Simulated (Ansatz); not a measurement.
Crystal: AlN.

```xyz
2
Lattice="0.0000 2.1840 2.1840 2.1840 0.0000 2.1840 2.1840 2.1840 0.0000" Properties=species:S:1:pos:R:3 pbc="T T T"
Al    0.0000    0.0000    0.0000
N     1.0920    1.0920    1.0920
```

Measurements of this composition are mostly on another form, of space group No. 186.

Base run:

- Program: Ansatz 0.2.0
- Functional: revPBE
- Potentials or basis: Ansatz PAW
- Cutoff: 420 eV
- Density cutoff: 1680 eV
- k mesh: 10 × 10 × 10
- Occupations: fermi-dirac, width 0.05 eV
- Spin: no spin polarisation

Its results: band gap on the k mesh 3.35 eV, indirect (least direct gap 4.20 eV); pressure 7.7 GPa.

Task: The run is repeated on the same cell with these changes: functional from revPBE to BPBE. What comes out?

Result: Band gap on the k mesh 3.35 eV, indirect (least direct gap 4.20 eV); pressure 5.0 GPa.

Caveats: the potentials were made for another functional, which shifts forces and pressure; the PAW data sets come from PBE, with cores solved anew for the run's functional, which leaves a small shift of forces and pressure.

Not every run made on this cell is shown here.
